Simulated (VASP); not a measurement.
Set up this calculation in VASP 6.6.1, as the native input.

```yaml
Task: single point
Functional: PBEsol
Potentials_or_basis: VASP PAW PBE potentials, release 64 (Co, O)
Cutoff: 520 eV
k_mesh: 8 × 8 × 8
Occupations: gaussian, width 0.05 eV
Spin: collinear spin, ferromagnetic start
Starting_moments: "[2.0, 0.0] μB"
Hubbard_terms: Co d U = 7 eV
Further_INCAR_settings: ALGO = Normal; EDIFF = 1e-07; NBANDS = 18
```

The structure of CoO lies in POSCAR:

```
CoO
1.0
    0.0000000000      2.1315016600      2.1315016600
    2.1315016600      0.0000000000      2.1315016600
    2.1315016600      2.1315016600      0.0000000000
Co O
1 1
Direct
    0.0000000000      0.0000000000      0.0000000000
    0.5000000000      0.5000000000      0.5000000000
```

These files were run (other wordings do the same):

INCAR

```
SYSTEM = CoO
PREC = Accurate ; ENCUT = 520
EDIFF = 1E-7 ; ISMEAR = 0
SIGMA = 0.05 ; LREAL = .False.
LASPH = .True. ; NELM = 150
ALGO = Normal ; ISIF = 2
LWAVE = .False. ; LCHARG = .False.
ISPIN = 2 ; MAGMOM = 2 0
LORBIT = 11 ; LMAXMIX = 4
LDAU = .True. ; LDAUTYPE = 2
LDAUL = 2 -1 ; LDAUU = 7 0
LDAUJ = 0 0 ; LDAUPRINT = 1
GGA = PS ; NBANDS = 18
```

KPOINTS

```
regular mesh
0
Gamma
  8 8 8
  0 0 0
```

Potentials or basis: VASP PAW PBE potentials, release 64 (Co, O).

Run with:

```bash
$ cat potpaw_PBE.64/Co/POTCAR potpaw_PBE.64/O/POTCAR > POTCAR
$ mpirun -np 1 vasp_std > vasp.out
```

It gave:

The pressure is -12.1 GPa. The band gap on the k mesh is none (metal or under the smearing width) and the net moment is 3.00 μB per cell. The site moments are Co +2.82; O +0.21 μB and the valence electrons inside the program's atomic spheres are Co 7.85; O 4.97.

Caveat: the PAW data sets were made with another functional, which shifts forces and pressure a little; a cell with one magnetic atom can't hold antiferromagnetic order, which such compounds often take.

Run time: 9 s on 1 thread of Intel(R) Xeon(R) 6975P-C (Granite Rapids) (shared host), peak memory 0.15 GiB.
